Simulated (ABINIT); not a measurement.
Runs of ABINIT 10.8.3 (patched build) on KBr. It takes space group Fm-3m (No. 225, cubic). Conventional cell: a = 6.600 Å, b = 6.600 Å, c = 6.600 Å, α = 90.00°, β = 90.00°, γ = 90.00°. Br (site symmetry m-3m) is surrounded by 6 K at 3.30 Å. Around K (site symmetry m-3m) lie 6 Br at 3.30 Å. 

```tsv
task	level	potentials or basis	k mesh	cutoff (eV)	fine-grid cutoff	gap on the mesh (eV)	pressure (GPa)
band structure	LDA	JTH PAW LDA v2.0	7 × 7 × 7	544	1088.46 eV	4.03	-1.6
band structure	PW91	JTH PAW PBE v2.0	7 × 7 × 7	435	870.764 eV	4.45	0.6
single point	LDA	JTH PAW LDA v2.0	6 × 6 × 6	544	1088.46 eV	4.03	-1.6
single point	PBEsol	JTH PAW PBE v2.0	9 × 9 × 9	435	870.764 eV	4.28	(a)
```

Alike in all rows: no spin polarisation; cell as given; smearing fermi-dirac 0.05 eV.

**Question.** Fill in the values left out.

**Answer.** (a) -0.3.

Caveats: the PAW data sets were made with another functional, which shifts forces and pressure a little (some runs); an odd mesh through Γ misses points on the zone boundary, where band edges often lie (some runs).

A k mesh can miss the band edges, and the runs leave out spin-orbit coupling on Br.
